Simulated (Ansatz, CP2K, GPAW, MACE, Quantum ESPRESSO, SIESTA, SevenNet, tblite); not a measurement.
**Other levels on generalised stacking fault on (110) of BePd (80 atoms)**

The cell holds 80 atoms: 40 Be and 40 Pd. Cell: a = 5.626 Å, b = 7.956 Å, c = 20.057 Å, α = 90.0°, β = 82.6°, γ = 90.0°. It derives from BePd (CsCl-type). CsCl-type BePd (a = 2.813 Å), cell with z along [110], 2 x 2 x 5 periods; the third cell vector is tilted by 0.917 of [001] and lengthened by 0 Å, so the cell holds one fault; displaced by a Gaussian of 0.01 Å. Then every atom was moved at random, 0.03 Å r.m.s. a Cartesian component.

Geometry: as built.

The reference, a calculation:

```
method                 : Kohn-Sham DFT, PBE, PAW, plane waves (Ansatz 0.2.0); cutoff 420 eV, Γ point, fermi-dirac smearing of 0.05 eV; PAW set soft_2
r.m.s. force component : 0.2676 eV/Å
longest force          : 0.945 eV/Å
pressure               : 6.837 GPa
SCF cycles             : 9
time                   : 23 s on 4 threads of Intel Xeon Platinum 8259CL at 2.50GHz (Skylake/Cascade Lake), shared host
CPU time               : 56 s
```

Runs, in no order:
A. CP2K PBE, DZVP-UZH, 600/50 Ry, diagonalisation: Kohn-Sham DFT, PBE, GTH-PBE pseudopotentials, Gaussian and plane waves, DZVP-MOLOPT (UZH set), diagonalisation
B. tblite GFN1-xTB: GFN1-xTB tight binding, diagonalisation
C. SIESTA PBE, DZ, shift 0.01 Ry, mesh 300 Ry: Kohn-Sham DFT, PBE, PseudoDojo 0.4.1 norm-conserving pseudopotentials (converted to PSML), numerical atomic orbitals (DZ), diagonalisation
D. QE PBE, sssp-1.3.0-efficiency, 45/360 Ry: Kohn-Sham DFT, PBE, SSSP efficiency 1.3.0 pseudopotentials, plane waves
E. GPAW PBE, grid h 0.2 Å: Kohn-Sham DFT, PBE, PAW, finite differences on a real-space grid

In doubt: a PseudoDojo file used here is known to give poor structures and forces (SIESTA), which bears on pressures, cells, forces and phonons.

Q: Order them from the smallest to the largest r.m.s. force difference.

D, E, A, B, C.

```csv
run,"Δ force, r.m.s. (meV/Å)",share of r.m.s. force (%),CPU time
"D. QE PBE, sssp-1.3.0-efficiency, 45/360 Ry",2.47,0.923,13 min
"E. GPAW PBE, grid h 0.2 Å",13.7,5.12,63 min
"A. CP2K PBE, DZVP-UZH, 600/50 Ry, diagonalisation",32.1,12.0,62 min
B. tblite GFN1-xTB,90.5,33.8,49 s
"C. SIESTA PBE, DZ, shift 0.01 Ry, mesh 300 Ry",221,82.6,4.6 min
```

Periodic xTB results under one method name differ between programs and library versions. The electronic-structure runs sample only Γ, in a cell whose shortest periodic width is 6 Å, which is coarse for a cell with partly filled levels.

[Logs are printed without paths, hosts, clocks, repeated set-up lines and the standing remarks that a program may print on its own settings, such as how far it seeks lower states.]

[Hosts, paths, dates, database ids (printed as entryN), source tags and the programs' standing remarks are cut or masked in the printed files.]
